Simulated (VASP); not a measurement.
# TlBr (Pm-3m) in VASP: single point with PBE

Aim: the single point of TlBr with PBE.

Program: VASP 6.6.1. These are calculated values, not measurements. Logs are shortened: lines on timing, memory, paths and dates and some standing lists are left out, and cuts for length are marked.

### 1 Starting point

The structure is cubic, space group Pm-3m (No. 221). Conventional cell: a = 3.984 Å, b = 3.984 Å, c = 3.984 Å, α = 90.00°, β = 90.00°, γ = 90.00°. Tl (site symmetry m-3m) is surrounded by 8 Br at 3.45 Å. Br (site symmetry m-3m) is surrounded by 8 Tl at 3.45 Å.

### 2 Single point, PBE

The input, INCAR:

```
SYSTEM = TlBr
  PREC = Accurate
  ENCUT = 520
  EDIFF = 1E-6
  ISMEAR = -1
  SIGMA = 0.1054
  LREAL = .False.
  LASPH = .True.
  NELM = 80
  ALGO = Fast
  ISIF = 2
  LWAVE = .False.
  LCHARG = .False.
  GGA = PE
  NBANDS = 17
```

The input, KPOINTS:

```
regular mesh
0
Gamma
  7 7 7
  0 0 0
```

The input, POSCAR:

```
TlBr
1.0
    3.9843300000      0.0000000000      0.0000000000
    0.0000000000      3.9843300000      0.0000000000
    0.0000000000      0.0000000000      3.9843300000
Tl Br
1 1
Direct
    0.0000000000      0.0000000000      0.0000000000
    0.5000000000      0.5000000000      0.5000000000
```

Potentials or basis: VASP PAW PBE potentials, release 64 (Tl_d, Br).

Started as:

```sh
$ cat potpaw_PBE.64/Tl_d/POTCAR potpaw_PBE.64/Br/POTCAR > POTCAR
$ mpirun -np 1 vasp_std > vasp.out
```

OUTCAR:

```text
SYSTEM = TlBr
   PREC = Accurate
   ENCUT = 520
   EDIFF = 1E-6
   ISMEAR = -1
   LREAL = .False.
   LASPH = .True.
   NELM = 80
   ISIF = 2
   GGA = PE

 ion  position               nearest neighbor table
   1  0.000  0.000  0.000-   2 3.45   2 3.45   2 3.45   2 3.45   2 3.45   2 3.45   2 3.45   2 3.45

   2  0.500  0.500  0.500-   1 3.45   1 3.45   1 3.45   1 3.45   1 3.45   1 3.45   1 3.45   1 3.45

  LATTYP: Found a simple cubic cell.
 ALAT       =     3.9843300000

  Lattice vectors:

 A1 = (   3.9843300000,   0.0000000000,   0.0000000000)
 A2 = (   0.0000000000,   3.9843300000,   0.0000000000)
 A3 = (   0.0000000000,   0.0000000000,   3.9843300000)

Analysis of symmetry for initial positions (statically):
=====================================================================
 Subroutine PRICEL returns:
 Original cell was already a primitive cell.

 Routine SETGRP: Setting up the symmetry group for a
 simple cubic supercell.

 Subroutine GETGRP returns: Found 48 space group operations
 (whereof 48 operations were pure point group operations)
 out of a pool of 48 trial point group operations.

The static configuration has the point symmetry O_h .

Analysis of symmetry for dynamics (positions and initial velocities):
=====================================================================
 Subroutine PRICEL returns:
 Original cell was already a primitive cell.

 Routine SETGRP: Setting up the symmetry group for a
 simple cubic supercell.

 Subroutine GETGRP returns: Found 48 space group operations
 (whereof 48 operations were pure point group operations)
 out of a pool of 48 trial point group operations.

The dynamic configuration has the point symmetry O_h .

 Subroutine INISYM returns: Found 48 space group operations
 (whereof 48 operations are pure point group operations),
 and found     1 'primitive' translations

----------------------------------------------------------------------------------------

                                     Primitive cell

  volume of cell :      63.2508

  direct lattice vectors                    reciprocal lattice vectors
     3.984330000  0.000000000  0.000000000     0.250983227  0.000000000  0.000000000
     0.000000000  3.984330000  0.000000000     0.000000000  0.250983227  0.000000000
     0.000000000  0.000000000  3.984330000     0.000000000  0.000000000  0.250983227

  length of vectors
     3.984330000  3.984330000  3.984330000     0.250983227  0.250983227  0.250983227

  position of ions in fractional coordinates (direct lattice)
     0.000000000  0.000000000  0.000000000
     0.500000000  0.500000000  0.500000000

  ion indices of the primitive-cell ions
   primitive index   ion index
                 1           1
                 2           2

----------------------------------------------------------------------------------------

 KPOINTS: regular mesh

Automatic generation of k-mesh.
 Grid dimensions read from file:
 generate k-points for:    7    7    7

 Generating k-lattice:

  Cartesian coordinates                     Fractional coordinates (reciprocal lattice)
     0.035854747  0.000000000  0.000000000     0.142857143  0.000000000  0.000000000
     0.000000000  0.035854747  0.000000000     0.000000000  0.142857143  0.000000000
     0.000000000  0.000000000  0.035854747     0.000000000  0.000000000  0.142857143

  Length of vectors
     0.035854747  0.035854747  0.035854747

  Shift w.r.t. Gamma in fractional coordinates (k-lattice)
     0.000000000  0.000000000  0.000000000

 Subroutine IBZKPT returns following result:
 ===========================================

 Found     20 irreducible k-points:

 Following reciprocal coordinates:
            Coordinates               Weight
  0.000000  0.000000  0.000000      1.000000
  0.142857  0.000000  0.000000      6.000000
  0.285714  0.000000  0.000000      6.000000
  0.428571  0.000000  0.000000      6.000000
  0.142857  0.142857  0.000000     12.000000
  0.285714  0.142857  0.000000     24.000000
[... 12 lines left out ...]
  0.428571  0.428571  0.285714     24.000000
  0.428571  0.428571  0.428571      8.000000
   k-points           NKPTS =     20   k-points in BZ     NKDIM =     20   number of bands    NBANDS=     17
   number of dos      NEDOS =    301   number of ions     NIONS =      2
   total plane-waves  NPLWV =  27000
   dimension x,y,z NGX =    30 NGY =   30 NGZ =   30
   dimension x,y,z NGXF=    60 NGYF=   60 NGZF=   60
   ions per type =               1   1
   NGX,Y,Z   is equivalent  to a cutoff of  12.52, 12.52, 12.52 a.u.
   NGXF,Y,Z  is equivalent  to a cutoff of  25.03, 25.03, 25.03 a.u.
 SYSTEM =  TlBr
   PREC   = accura    normal or accurate (medium, high low for compatibility)
   ISTART =      0    job   : 0-new  1-cont  2-samecut
   ICHARG =      2    charge: 1-file 2-atom 10-const
   ISPIN  =      1    spin polarized calculation?
   LNONCOLLINEAR =      F non collinear calculations
   LSORBIT =      F    spin-orbit coupling
   LASPH  =      T    aspherical Exc in radial PAW
   ENCUT  =  520.0 eV  38.22 Ry    6.18 a.u.   7.41  7.41  7.41*2*pi/ulx,y,z
   NELM   =     80;   NELMIN=  2; NELMDL= -5     # of ELM steps
   EDIFF  = 0.1E-05   stopping-criterion for ELM
   LREAL  =      F    real-space projection
   EDIFFG = 0.1E-04   stopping-criterion for IOM
   NSW    =      0    number of steps for IOM
   IBRION =     -1    ionic relax: 0-MD 1-quasi-New 2-CG
   NFREE  =      0    steps in history (QN), initial steepest desc. (CG)
   ISIF   =      2    stress and relaxation
   ISYM   =      2    0-nonsym 1-usesym 2-fastsym
   POTIM  = 0.5000    time-step for ionic-motion
   TEBEG  =    0.0;   TEEND  =   0.0 temperature during run
   PSTRESS=    0.0 pullay stress
   NELECT =      20.0000    total number of electrons
   NUPDOWN=      -1.0000    fix difference up-down
   EMIN   =  10.00;   EMAX   =-10.00  energy-range for DOS
   EFERMI =   0.00;   METHOD = LEGACY
   ISMEAR =    -1;   SIGMA  =   0.11  broadening in eV -4-tet -1-fermi 0-gaus
   EFERMI_NEDOS =   21; number of points for ismear=-14 and -15
   IALGO  =     68    algorithm
   IMIX   =      4    mixing-type and parameters
     AMIX     =   0.40;   BMIX     =  1.00
     AMIX_MAG =   1.60;   BMIX_MAG =  1.00
  volume/ion in A,a.u.               =      31.63       213.42
  Fermi-wavevector in a.u.,A,eV,Ry     =   1.115312  2.107633 16.924557  1.243920
  Thomas-Fermi vector in A             =   2.251915
   LORBIT       =      0    0 simple, 1 ext, 2 COOP (PROOUT), +10 PAW based schemes
   GGA     = PE    functional components
   LHFCALC =     F    Hartree Fock is set to
   AEXX    =    0.0000 exact exchange contribution
   IVDW    =     0    specifies the selected vdW correction
   LEPSILON=     F    determine dielectric tensor
   LRPA    =     F    only Hartree local field effects (RPA)
 non-spin polarized calculation
 RMM-DIIS sequential band-by-band and
  energy-cutoff  :      520.00
  volume of cell :       63.25
 maximum number of plane-waves:      1743
 NGX is ok and might be reduce to    30
   NGX = 15   NGY = 15   NGZ = 15

 number of electron      20.0000005 magnetization

 Free energy of the ion-electron system (eV)
  ---------------------------------------------------
  ext. energy  EPLUGINS =         0.00000000
  ---------------------------------------------------
  free energy    TOTEN  =        -5.53424296 eV

  energy without entropy =       -5.53423904  energy(sigma->0) =       -5.53424100

 E-fermi :   3.4002     XC(G=0):  -8.9541

 val. band max:        2.1858065564   @ k =   0.4286   0.0000   0.0000
 cond. band min:       4.4888057057   @ k =   0.4286   0.0000   0.0000
 fundamental gap:      2.3029991493
 Fermi energy:         3.4002304538

 k-point     1 :       0.0000    0.0000    0.0000
  band No.  band energies     occupation
      1     -11.3682      2.00000
      2      -7.7511      2.00000
      3      -7.7511      2.00000
      4      -7.5761      2.00000
      5      -7.5761      2.00000
      6      -7.5761      2.00000
[... 9 lines left out ...]
     16      13.4751      0.00000
     17      15.7845      0.00000

 k-point     2 :       0.1429    0.0000    0.0000
  band No.  band energies     occupation
      1     -11.3264      2.00000
      2      -7.7492      2.00000
      3      -7.7264      2.00000
      4      -7.5875      2.00000
      5      -7.5875      2.00000
      6      -7.5751      2.00000
[... 9 lines left out ...]
     16      14.5679      0.00000
     17      15.5274      0.00000

 k-point     3 :       0.2857    0.0000    0.0000
  band No.  band energies     occupation
      1     -11.2288      2.00000
      2      -7.7448      2.00000
      3      -7.6725      2.00000
      4      -7.6127      2.00000
      5      -7.6127      2.00000
      6      -7.5728      2.00000
[... 9 lines left out ...]
     16      14.0445      0.00000
     17      15.7013      0.00000

 k-point     4 :       0.4286    0.0000    0.0000
  band No.  band energies     occupation
      1     -11.1465      2.00000
      2      -7.7413      2.00000
      3      -7.6327      2.00000
      4      -7.6327      2.00000
      5      -7.6310      2.00000
      6      -7.5711      2.00000
[... 9 lines left out ...]
     16      14.7783      0.00000
     17      15.8714      0.00000
[... 263 lines left out ...]
      1     -10.9811      2.00000
      2      -7.6761      2.00000
      3      -7.6488      2.00000
      4      -7.6115      2.00000
      5      -7.6063      2.00000
      6      -7.5640      2.00000
[... 9 lines left out ...]
     16      13.6095      0.00000
     17      16.9828      0.00000

 k-point    19 :       0.4286    0.4286    0.2857
  band No.  band energies     occupation
      1     -10.9272      2.00000
      2      -7.6800      2.00000
      3      -7.6716      2.00000
      4      -7.6365      2.00000
      5      -7.5868      2.00000
      6      -7.5353      2.00000
[... 9 lines left out ...]
     16      14.1671      0.00000
     17      17.4784      0.00000

 k-point    20 :       0.4286    0.4286    0.4286
  band No.  band energies     occupation
      1     -10.8648      2.00000
      2      -7.7010      2.00000
      3      -7.7010      2.00000
      4      -7.6806      2.00000
      5      -7.5341      2.00000
      6      -7.5341      2.00000
[... 9 lines left out ...]
     16      14.6992      0.00000
     17      18.8821      0.00000

------------------------ aborting loop because EDIFF is reached ----------------------------------------

  FORCE on cell =-STRESS in cart. coord.  units (eV):
  Direction    XX          YY          ZZ          XY          YZ          ZX
  --------------------------------------------------------------------------------------
  -------------------------------------------------------------------------------------
  Total        0.4365951      0.4365951      0.4365951      0.0000000      0.0000000      0.0000000
  in kB       11.0591954     11.0591954     11.0591954      0.0000000      0.0000000      0.0000000
  external PRESSURE =      11.0591954 kB  Pullay stress =       0.0000000 kB

 VOLUME and BASIS-vectors are now :
 -----------------------------------------------------------------------------
  energy-cutoff  :      520.00
  volume of cell :       63.25
      direct lattice vectors                 reciprocal lattice vectors
     3.984330000  0.000000000  0.000000000     0.250983227  0.000000000  0.000000000
     0.000000000  3.984330000  0.000000000     0.000000000  0.250983227  0.000000000
     0.000000000  0.000000000  3.984330000     0.000000000  0.000000000  0.250983227

 POSITION                                       TOTAL-FORCE (eV/Angst)
 -----------------------------------------------------------------------------------
      0.00000      0.00000      0.00000         0.000000      0.000000      0.000000
      1.99216      1.99216      1.99216         0.000000      0.000000      0.000000
 -----------------------------------------------------------------------------------
    total drift:                                0.000000     -0.000000     -0.000000

  FREE ENERGIE OF THE ION-ELECTRON SYSTEM (eV)
  ---------------------------------------------------
  free  energy   TOTEN  =        -5.5342429589 eV

  energy  without entropy=       -5.5342390358  energy(sigma->0) =       -5.53424100
```

Wall time 23 s (1 thread of Intel Xeon Platinum 8259CL at 2.50GHz (Skylake/Cascade Lake), shared host); peak memory 0.17 GiB.

Results:

| Item | Value |
| --- | --- |
| Free energy | -5.5342 eV |
| Pressure | 1.1 GPa |
| Band gap on the k mesh | 2.30 eV, direct |

Caveat: spin-orbit coupling is left out, which as a rule narrows the gap of such compounds by several tenths of an eV; an odd mesh through Γ misses points on the zone boundary, where band edges often lie.
